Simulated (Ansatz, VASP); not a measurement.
## TaSi2: VASP beside Ansatz

```
Ta Si
1.0
     4.40792    0.00000    0.00000
    -2.20396    3.81737    0.00000
     0.00000    0.00000    2.64879
Ta Si
1 2
Cartesian
  0.0000 0.0000 0.0000
  0.0000 2.5449 1.3244
  2.2040 1.2725 1.3244
```

Alike in both runs: functional PBE; k mesh 12 × 12 × 18; occupations gaussian, width 0.1 eV; no spin polarisation.

Ansatz relaxed the structure, and its values are those at the end. VASP's run is a single point on that final structure, the one shown.

```csv
,VASP,Ansatz
version,VASP 6.6.1,Ansatz 0.2.0
potentials or method,"VASP PAW PBE potentials, release 64 (Ta_pv, Si)","scalar-relativistic, plane waves, PAW"
plane-wave cutoff (eV),520,420
valence electrons in the cell,19,21
```

```csv
,VASP,Ansatz,Ansatz less VASP
gap on the k mesh at the Fermi level (eV),none,none,-
pressure (GPa),0.1,0.0,-0.08
```

A gap of «none» marks a metal or a gap that the smearing closes. The two sets of potentials don't hold the same shells in valence.

Spin-orbit coupling is left out, which matters for the levels of Ta.
